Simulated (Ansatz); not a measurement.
Write the native input for Ansatz 0.2.0 that does the following.

- Task: single point
- Functional: PBE
- Potentials or basis: Ansatz PAW
- Cutoff: 350 eV
- Density cutoff: 1400 eV
- k mesh: 7 × 5 × 5
- Occupations: fermi-dirac, width 0.05 eV
- Spin: no spin polarisation

BaTiO3:

```
CELL_PARAMETERS angstrom
-0.09159 0.02278 -3.96240
3.88088 4.13178 0.06850
3.92317 -4.17407 0.11386
ATOMIC_POSITIONS crystal
Ba 0.99749 0.00015 0.00043
Ba 0.99982 0.49875 0.50109
Ti 0.50075 0.49906 0.99785
Ti 0.50366 0.99877 0.49738
O 0.99896 0.49878 0.99824
O 0.00194 0.99976 0.50212
O 0.49413 0.25153 0.25251
O 0.49937 0.75231 0.74826
O 0.50326 0.25086 0.74969
O 0.50062 0.75003 0.25243
```

These files were run (other wordings do the same):

input.yaml

```yaml
crystal:
  lattice:
    - [-0.09159188, 0.02278148, -3.96239693]
    - [3.88088382, 4.13177996, 0.06849871]
    - [3.92317125, -4.17406739, 0.11385529]
  atoms:
    - { symbol: Ba, position: [0.9974869, 0.00014772, 0.00042717] }
    - { symbol: Ba, position: [0.99982027, 0.4987526, 0.50108677] }
    - { symbol: Ti, position: [0.5007474, 0.49905912, 0.99785408] }
    - { symbol: Ti, position: [0.50365646, 0.99876813, 0.49738197] }
    - { symbol: O, position: [0.99895966, 0.49877997, 0.99824097] }
    - { symbol: O, position: [0.00194463, 0.99975533, 0.50211677] }
    - { symbol: O, position: [0.49413247, 0.25152792, 0.25251016] }
    - { symbol: O, position: [0.49937016, 0.75231443, 0.7482599] }
    - { symbol: O, position: [0.50325957, 0.25086477, 0.74968771] }
    - { symbol: O, position: [0.50062248, 0.75003001, 0.25243449] }
hamiltonian:
  xc: pbe
  pseudopotentials: { kind: paw }
kpoints:
  mp_grid: { grid: [7, 5, 5] }
scf:
  occupations: { method: fermi_dirac, width: 0.05 }
basis:
  ecutwfc: "350 eV"
output:
  forces: true
  stress: true
  eigenvalues: true
```

Potentials or basis: Ansatz PAW.

The run is started by

```console
$ ansatz run input.yaml --threads 4 --pin off --max-ram 11264MiB --backend cpu --events-out ev --progress --plain --runs-dir out
```

Results of the run:

```json
{"Pressure": "3.0 GPa", "Largest force": "0.264 eV/Å", "Band gap on the k mesh": "1.62 eV"}
```

Caveat: odd divisions of the mesh miss points on the zone boundary, where band edges often lie, so the gap on the mesh can be too wide; the pressure holds a Pulay correction of +6.2 GPa for the finite cutoff; spin-orbit coupling is left out, which moves the levels of the heavy elements; the cutoff lies under the one recommended for these potentials.

Wall time 12 s on 4 threads of Arm Neoverse V1, on a shared host, peak memory 0.61 GiB.
